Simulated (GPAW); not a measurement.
# Al3Cu: band structure with LDA

The system is Al3Cu.

```
Cu Al
1.0
     2.77841    0.00000    0.00000
     0.00000    2.77841    0.00000
     0.00000    0.00000    7.51340
Cu Al
1 3
Cartesian
  0.0000 0.0000 0.0000
  1.3892 1.3892 5.8145
  1.3892 1.3892 1.6989
  0.0000 0.0000 3.7567
```

The cell comes from a database or a generator and needn't be the stable form of this composition.

```yaml
Program: GPAW 26.7.0
Task: band structure
Functional: LDA
Potentials_or_basis: the program's PAW data sets (release 1.2.1) made for this functional
Cutoff: 600 eV
Basis: pw
k_mesh: 8 × 8 × 3
Occupations: fermi-dirac, width 0.05 eV
Spin: no spin polarisation
Maxiter: 150
Band_path: GXMGZRAZ,XR,MA
Band_points: 80
```

```json
{"Pressure": "-1.6 GPa", "Largest force": "0.278 eV/Å", "Band gap along the path": "none (metal or under the smearing width)"}
```

Forces in eV/Å, atoms in the order of the input:
```
Cu   0.000  0.000  0.000
Al   0.000  0.000  0.278
Al   0.000  0.000 -0.278
Al   0.000  0.000  0.000
```

Stress tensor (GPa, compression positive):
```
-1.02  0.00  0.00
 0.00 -1.02  0.00
 0.00  0.00 -2.69
```

Levels at the corners of the path, in eV from the Fermi level:
| point | band 8 | band 9 | band 10 | band 11 | band 12 | band 13 |
| --- | --- | --- | --- | --- | --- | --- |
| Γ | -3.20 | -1.67 | 0.72 | 6.33 | 6.55 | 6.55 |
| X | -3.66 | -3.50 | -2.37 | -1.82 | 2.80 | 3.96 |
| M | -0.57 | -0.45 | 0.23 | 0.23 | 0.50 | 0.50 |
| Γ | -3.20 | -1.67 | 0.72 | 6.33 | 6.55 | 6.55 |
| Z | -3.49 | -3.20 | 4.37 | 5.87 | 6.32 | 7.04 |
| R | -3.50 | -2.59 | -0.93 | -0.89 | 0.13 | 0.88 |
| A | -1.73 | -1.73 | -0.62 | -0.62 | 0.65 | 1.62 |
| Z | -3.49 | -3.20 | 4.37 | 5.87 | 6.32 | 7.04 |
| X | -3.66 | -3.50 | -2.37 | -1.82 | 2.80 | 3.96 |
| R | -3.50 | -2.59 | -0.93 | -0.89 | 0.13 | 0.88 |
| M | -0.57 | -0.45 | 0.23 | 0.23 | 0.50 | 0.50 |
| A | -1.73 | -1.73 | -0.62 | -0.62 | 0.65 | 1.62 |

Wall time 51 s on 1 thread of Arm Neoverse V2, on a shared host, peak memory 0.32 GiB.

Caveat: with this Cu data set, volumes or pressures lay over 1.5 % or 2 GPa off other programs in two to four cells of ten.
